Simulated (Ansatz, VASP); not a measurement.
One calculation of CdGeAs2, two programs

INCAR

```
SYSTEM = CdGeAs2
PREC = Accurate
ENCUT = 520
EDIFF = 1E-6
ISMEAR = 0
SIGMA = 0.1
LREAL = .False.
LASPH = .True.
NELM = 100
ALGO = Normal
ISIF = 2
LWAVE = .False.
LCHARG = .True.
GGA = PE
LELF = .True.
LVHAR = .True.
NBANDS = 26
```

The input KPOINTS:

```
regular mesh
0
Gamma
  4 4 4
  0 0 0
```

POSCAR

```
CdGeAs2
1.0
    4.0103465729      0.0000000000      0.0000000000
    0.0000000000      4.0103465729      0.0000000000
    0.0000000000      0.0000000000      5.7016213684
Cd Ge As
1 1 2
Direct
    0.5000000000      0.5000000000      0.0000000000
    0.0000000000      0.0000000000      0.5000000000
    0.5000000000      0.0000000000      0.7574990000
    0.0000000000      0.5000000000      0.2425010000
```

Input for Ansatz:

```yaml
crystal:
  lattice:
    - [4.0103465729, 0.0, 0.0]
    - [0.0, 4.0103465729, 0.0]
    - [0.0, 0.0, 5.7016213684]
  atoms:
    - { symbol: Cd, position: [0.5, 0.5, 0.0] }
    - { symbol: Ge, position: [0.0, 0.0, 0.5] }
    - { symbol: As, position: [0.5, 0.0, 0.757499] }
    - { symbol: As, position: [0.0, 0.5, 0.242501] }
basis:
  ecutwfc: 420
kpoints:
  mp_grid: { grid: [4, 4, 4] }
hamiltonian:
  xc: pbe
scf:
  occupations: { method: gaussian, width: 0.1 }
output:
  forces: true
  stress: true
  eigenvalues: true
```

Alike in both runs: task single point; functional PBE; k mesh 4 × 4 × 4; occupations gaussian, width 0.1 eV; no spin polarisation.

|  | VASP | Ansatz |
| --- | --- | --- |
| version | VASP 6.6.1 | Ansatz 0.2.0 |
| potentials or method | VASP PAW PBE potentials, release 64 (Cd, Ge_d, As) | scalar-relativistic, plane waves, PAW |
| plane-wave cutoff (eV) | 520 | 420 |
| valence electrons in the cell | 36 | 64 |

|  | VASP | Ansatz | Ansatz less VASP |
| --- | --- | --- | --- |
| gap on the k mesh at the Fermi level (eV) | none | none | - |
| pressure (GPa) | 11.9 | 11.5 | -0.39 |
| largest component of the traceless stress (GPa) | 1.00 | 0.99 | -0.017 |
| rms of the force components (eV/Å) | 0.756 | 0.741 | -0.0155 |

Atom by atom the forces differ by 0.016 eV/Å (rms over components). A gap of «none» marks a metal or a gap that the smearing closes. The two sets of potentials don't hold the same shells in valence.

Caveats: the k mesh is coarse (spacing up to 0.39 Å⁻¹), so the values aren't converged; forces of over 1 eV/Å show positions far from the minimum, so gaps and moduli don't describe the material at rest.
